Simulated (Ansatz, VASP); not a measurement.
# One calculation of Nb, two programs

The input INCAR:

```
PREC = Accurate
ENCUT = 520
EDIFF = 1E-7
ISMEAR = -1
SIGMA = 0.1
LREAL = False
LASPH = True
NELM = 80
ALGO = Normal
ISIF = 2
LWAVE = False
LCHARG = True
GGA = PE
LELF = True
LVHAR = True
NBANDS = 12
```

The input KPOINTS:

```
Automatic mesh
0
Gamma
  14 14 14
```

File POSCAR:

```
Nb
1.0
   -1.6547957147      1.6547957147      1.6547957147
    1.6547957147     -1.6547957147      1.6547957147
    1.6547957147      1.6547957147     -1.6547957147
Nb
1
Direct
    0.0000000000      0.0000000000      0.0000000000
```

Input for Ansatz:

```yaml
crystal:
  lattice:
    - [-1.6547957147, 1.6547957147, 1.6547957147]
    - [1.6547957147, -1.6547957147, 1.6547957147]
    - [1.6547957147, 1.6547957147, -1.6547957147]
  atoms:
    - { symbol: Nb, position: [0.0, 0.0, 0.0] }
hamiltonian:
  xc: pbe
  pseudopotentials:
    kind: paw
    azcp:
      Nb: "pseudopotentials/Nb.paw.azcp"
basis:
  ecutwfc: 420
  fft_grid_basis: typed
kpoints:
  mp_grid: { grid: [14, 14, 14], shift: [0, 0, 0] }
magnetization:
  spin_polarized: false
scf:
  occupations: { method: fermi_dirac, width: 0.1 }
  lower_state_search: "off"
output:
  stress: true
```

Alike in both runs: task single point; functional PBE; k mesh 14 × 14 × 14; occupations fermi-dirac, width 0.1 eV; no spin polarisation.

|  | VASP | Ansatz |
| --- | --- | --- |
| version | VASP 6.6.1 | Ansatz 0.2.0 |
| potentials or method | VASP PAW PBE potentials, release 64 (Nb_sv) | plane waves (420 eV) with PAW, scalar-relativistic |
| plane-wave cutoff (eV) | 520 | 420 |
| valence electrons in the cell | 13 | 13 |

```csv
,VASP,Ansatz,Ansatz less VASP
pressure (GPa),0.2,0.5,+0.31
```

The functional is the same, so the differences come from potentials, cutoffs and numerics.
